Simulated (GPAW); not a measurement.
Input of a GPAW 26.7.0 run:

File run.py:

```python
from ase import Atoms
from ase.eos import EquationOfState
from ase.io import Trajectory
from ase.units import GPa
from gpaw import GPAW, PW

atoms = Atoms(['Sn', 'Sn', 'Nb', 'Nb', 'Nb', 'Nb', 'Nb', 'Nb'],
              cell=[[5.2821, 0.0, 0.0],
                    [0.0, 5.2821, 0.0],
                    [0.0, 0.0, 5.2821]],
              scaled_positions=[[0.5, 0.5, 0.5],
                                [0.0, 0.0, 0.0],
                                [0.0, 0.5, 0.25],
                                [0.0, 0.5, 0.75],
                                [0.5, 0.25, 0.0],
                                [0.75, 0.0, 0.5],
                                [0.5, 0.75, 0.0],
                                [0.25, 0.0, 0.5]],
              pbc=True)

traj = Trajectory('eos.traj', 'w')
volumes, energies = [], []
for x in [0.94, 0.96, 0.98, 1.0, 1.02, 1.04, 1.06]:
    a = atoms.copy()
    a.set_cell(atoms.cell * x**(1 / 3), scale_atoms=True)
    calc = GPAW(mode=PW(600),
                xc='LDA',
                kpts={'size': (4, 4, 4), 'gamma': True},
                occupations={'name': 'fermi-dirac', 'width': 0.05},
                nbands=88,
                convergence={'density': 1e-05, 'energy': 1e-05},
                maxiter=150,
                txt=f'eos-{x:.2f}.txt')
    a.calc = calc
    energies.append(a.get_potential_energy(force_consistent=True))
    volumes.append(a.get_volume())
    p = -a.get_stress()[:3].mean() / GPa
    calc.write(f'eos-{x:.2f}.gpw')
    traj.write(a)
    print(f'{x:.2f} {volumes[-1]:10.4f} A^3 {energies[-1]:14.6f} eV {p:9.3f} GPa', flush=True)

v0, e0, B = EquationOfState(volumes, energies, eos='birchmurnaghan').fit()
print(f'V0 = {v0:.4f} A^3, E0 = {e0:.6f} eV, B0 = {B / GPa:.2f} GPa')
```

Potentials or basis: the program's PAW data sets (release 1.2.1) made for this functional, pw.

The run is started by

```bash
$ OMP_NUM_THREADS=1 python run.py
```

Predict the equilibrium volume.

17.65 Å³/atom.

What does it give for the pressure derivative of the bulk modulus?

4.2.

Estimate the bulk modulus.

184 GPa.

Energy against volume, from the lowest point:
```
volume (Å³/atom)  energy (meV/atom)
          17.316               3.60
          17.685               0.00
          18.053               5.13
          18.422              18.12
          18.790              38.16
          19.159              64.53
          19.527              96.59
```

LDA usually gives volumes a few per cent too small. Zero-point motion and thermal expansion aren't in these numbers.
